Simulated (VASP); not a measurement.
## WS₂ in VASP 6.6.1, single-point calculation

INCAR

```
ENCUT = 520
NELM = 57
LREAL = .FALSE.
GGA = PS
LASPH = .TRUE.
ISMEAR = -1
NSW = 0
LWAVE = .FALSE.
ISIF = 2
IBRION = -1
LCHARG = .FALSE.
PREC = High
NBANDS = 20
SIGMA = 0.02
EDIFF = 1E-7
```

KPOINTS

```
KPOINTS created by Atomic Simulation Environment
0
Gamma
12 12 4
0 0 0
```

POSCAR

```
W  S
 1.0000000000000000
     3.2287643908896588    0.0000000000000000    0.0000000000000000
    -1.6143821954448294    2.7961919853450339   -0.0000000000000000
     0.0000000000000000   -0.0000000000000000    5.9936453114130721
 W   S
   1   2
Cartesian
 -0.0000000000000000  0.0000000000000000 -0.0000000000000000
  0.0000000000000001  1.8641279902300221  1.5384683658988785
  1.6143821954448292  0.9320639951150110  4.4551769455141939
```

The recommended PBE PAW datasets give the neutral cell 26 valence electrons.

Command

```
mpirun -np 1 vasp_std
```

Question: Predict the outcome of this run.

Answer: It converged. Results: gap between bands v and c on the k mesh -1.40 eV (bands overlap: a metal); least direct gap on the k mesh 0.00 eV; pressure -1.9 GPa; largest force 0.07 eV/Å. Band v is the last that the valence electrons fill when counted band by band, and c is the next.

OSZICAR

```
N       E                     dE             d eps       ncg     rms          rms(c)
DAV:   1     0.194669185419E+03    0.19467E+03   -0.13009E+04  2760   0.130E+03
DAV:   2    -0.157218282926E+02   -0.21039E+03   -0.20402E+03  3292   0.339E+02
DAV:   3    -0.256328188466E+02   -0.99110E+01   -0.97928E+01  3468   0.690E+01
DAV:   4    -0.257754708101E+02   -0.14265E+00   -0.14241E+00  3296   0.889E+00
DAV:   5    -0.257779265518E+02   -0.24557E-02   -0.24554E-02  3428   0.122E+00    0.257E+01
DAV:   6    -0.245879007121E+02    0.11900E+01   -0.78473E+00  2992   0.174E+01    0.108E+01
DAV:   7    -0.244327977023E+02    0.15510E+00   -0.20065E+00  2912   0.742E+00    0.569E+00
DAV:   8    -0.243592896667E+02    0.73508E-01   -0.37901E-01  3136   0.379E+00    0.120E+00
DAV:   9    -0.243584961942E+02    0.79347E-03   -0.12969E-02  3284   0.798E-01    0.480E-01
DAV:  10    -0.243581206667E+02    0.37553E-03   -0.43848E-03  3212   0.461E-01    0.623E-02
DAV:  11    -0.243580741452E+02    0.46521E-04   -0.84653E-04  3092   0.187E-01    0.634E-02
DAV:  12    -0.243580703931E+02    0.37520E-05   -0.70097E-05  3188   0.601E-02    0.178E-02
DAV:  13    -0.243580765979E+02   -0.62048E-05   -0.85420E-06  3208   0.201E-02    0.106E-02
DAV:  14    -0.243580765916E+02    0.63383E-08   -0.19441E-06  3384   0.778E-03    0.430E-03
DAV:  15    -0.243580765669E+02    0.24628E-07   -0.31700E-07  3132   0.390E-03
   1 F= -.24358077E+02 E0= -.24357225E+02  d E =-.170388E-02
```

For comparison, a separate PBEsol run of the intended cell, on usual settings and not on those above, gives a gap of -1.40 eV on its mesh and a pressure of -1.9 GPa.
